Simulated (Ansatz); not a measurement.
# Ti: further runs on the relaxed cell

The task here is to estimate one member of a computed series from the others.

This is Ti in the bcc structure; at room conditions it is hcp.

Method: DFT r2SCAN, scalar-relativistic, plane waves, PAW, in Ansatz 0.2.0.

1 further run of the same task is left out (set aside as unsound or not needed).

## The starting structure

The structure is cubic, space group Im-3m (No. 229). Conventional cell: a = 3.252 Å, b = 3.252 Å, c = 3.252 Å, α = 90.00°, β = 90.00°, γ = 90.00°. Around Ti (site symmetry m-3m) lie 8 Ti at 2.82 Å.

As a file:

```xyz
1
Lattice="-1.6259 1.6259 1.6259 1.6259 -1.6259 1.6259 1.6259 1.6259 -1.6259" Properties=species:S:1:pos:R:3 pbc="T T T"
Ti    0.0000    0.0000    0.0000
```

This cell was relaxed beforehand with the same method: volume 17.19 Å³/atom, gap on the mesh none (metal).

Set-up of the first run:

input.yaml

```yaml
crystal:
  lattice:
    - [-1.6258948694, 1.6258948694, 1.6258948694]
    - [1.6258948694, -1.6258948694, 1.6258948694]
    - [1.6258948694, 1.6258948694, -1.6258948694]
  atoms:
    - { symbol: Ti, position: [0.0, 0.0, 0.0] }
basis:
  ecutwfc: 500
kpoints:
  mp_grid: { grid: [18, 18, 18] }
  band_path:
    path:
      - [[0.0, 0.0, 0.0], [0.5, -0.5, 0.5], [0.0, 0.0, 0.5], [0.0, 0.0, 0.0], [0.25, 0.25, 0.25], [0.5, -0.5, 0.5]]
      - [[0.25, 0.25, 0.25], [0.0, 0.0, 0.5]]
    npoints: 14
hamiltonian:
  xc: r2scan
scf:
  occupations: { method: gaussian, width: 0.1 }
  n_extra_bands: 6
output:
  forces: true
  stress: true
  eigenvalues: true
  populations: true
  dos: { projected: true, de: 0.02, nscf_kmesh: { grid: [27, 27, 27] } }
  bader: true
```

Launch:

```bash
$ ansatz run input.yaml --threads 1 --pin off --max-ram 2560MiB --backend cpu --events-out ev --progress --plain --runs-dir out
```

Steps of the session up to this table: Electronic structure at the relaxed geometry; Back to the database's cell; The cell scaled to 0.97 of its volume; Volume × 1.03; Point at V/V0 = 0.94; Volume × 1.06; Volume × 0.91; The cell scaled to 1.10 of its volume; The cell scaled to 0.88 of its volume.

One of the session's tables, all rows but one given; the rest of the session is left out.

| volume (Å³/atom) | energy above the lowest point (meV/atom) | pressure (GPa) |
| --- | --- | --- |
| 15.129 | 103.1 | 17.57 |
| 15.645 | 55.1 | 12.31 |
| 16.161 | ? | ? |
| 16.677 | 5.4 | 3.57 |
| 17.192 | 0.0 | -0.01 |
| 17.708 | 5.5 | -3.15 |
| 18.224 | 20.5 | -5.88 |
| 18.912 | 53.2 | -9.01 |

**Question.** Estimate the row for volume (Å³/atom) = 16.161.

Worked estimate for «energy above the lowest point (meV/atom)». A straight line through the neighbours (15.645, 55.1) and (16.677, 5.4) gives 55.1 + (5.4 − 55.1) × (16.161 − 15.645) / (16.677 − 15.645) = 30.2; a parabola fitted to 4 rows on both sides gives 23.1.

**Answer.** energy above the lowest point (meV/atom): 23.2; pressure (GPa): 7.66. In «energy above the lowest point (meV/atom)» the line misses by +7.0 and the parabola by -0.1.
